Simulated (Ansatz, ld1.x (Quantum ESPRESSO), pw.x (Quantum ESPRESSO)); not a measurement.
## strontium (bcc): variants of one TM potential in the solid

ld1.x (Quantum ESPRESSO) 7.5 input, shortened:

```
&input
   title='Sr', zed=38., rel=1, dft='PBE', iswitch=3,
   config='[Kr] 4d0 5s1 5p1'
 /
 &inputp
   pseudotype=2, tm=.true., lloc=1,
   nlcc=.false.
 /
3
5S  1  0   1.00   0.00  3.75  3.75  0.0
4D  3  2   0.00   0.00  2.05  2.05  0.0
5P  2  1   1.00   0.00  4.20  4.20  0.0
 &test
   configts(1)='4d0 5s1 5p1'
 /
```

Crystal test: bcc Sr in pw.x 7.5, no spin, 10³ k-points, Fermi–Dirac smearing 0.01 Ry, cutoffs set for each file from its atomic test. The reference is all-electron LAPW (Ansatz 0.2.0) with the same functional, mesh and smearing; V0 and B0 come from Birch–Murnaghan fits to the pressures at five volumes. Errors are pseudo minus all-electron; Δ is the rms difference of the E(V) curves that follow from these fits, minima aligned, over ±6 % about the mean V0. Mesh and smearing are coarse, so the numbers serve the comparison and aren't converged zero-temperature values; the lattice is a test structure that the element need not adopt.

All-electron: a0 = 4.780 Å (V0 = 54.61 Å³/atom), B0 = 11.4 GPa.

Base: The largest radius (4.20 bohr) exceeds half the bond length (3.91 bohr), so the spheres overlap, which is one possible source of error among others. This is a poor potential for the solid. The logarithmic derivative shows an extra or strongly shifted pseudo pole above the reference energy (s near 1.29 Ry).

1 further variants are left out: they gave no file fit for a test, a broken result, the same result as the base, or pressures whose basis-set error rivals the error shown.

A dash in a converged row means that the minimum lies outside the volumes sampled.

| change | cutoffs (Ry) | pw.x | a0 (Å) | a0 error (%) | B0 error (%) | Δ (meV/atom) | mean pressure error (GPa) |
| --- | --- | --- | --- | --- | --- | --- | --- |
| base | 35/140 | converged | – | – | – | – | -0.60 |
| core correction a·sin(br)/r model core inside 1.84 bohr | 50/200 | converged | – | – | – | – | +0.66 |
| wave 4d (bound): rc 2.05 bohr becomes 4d (bound): rc 2.56 bohr | 35/140 | converged | – | – | – | – | -0.61 |
| all radii scaled by about 1.27 (s 4.76, p 5.34, d 2.60 bohr) | 35/140 | converged | 4.725 | -1.16 | -3.1 | 4.6 | -0.37 |
| reference 4d0 5s1.5 5p0 | 35/140 | converged | 4.760 | -0.43 | -8.8 | 1.7 | -0.14 |
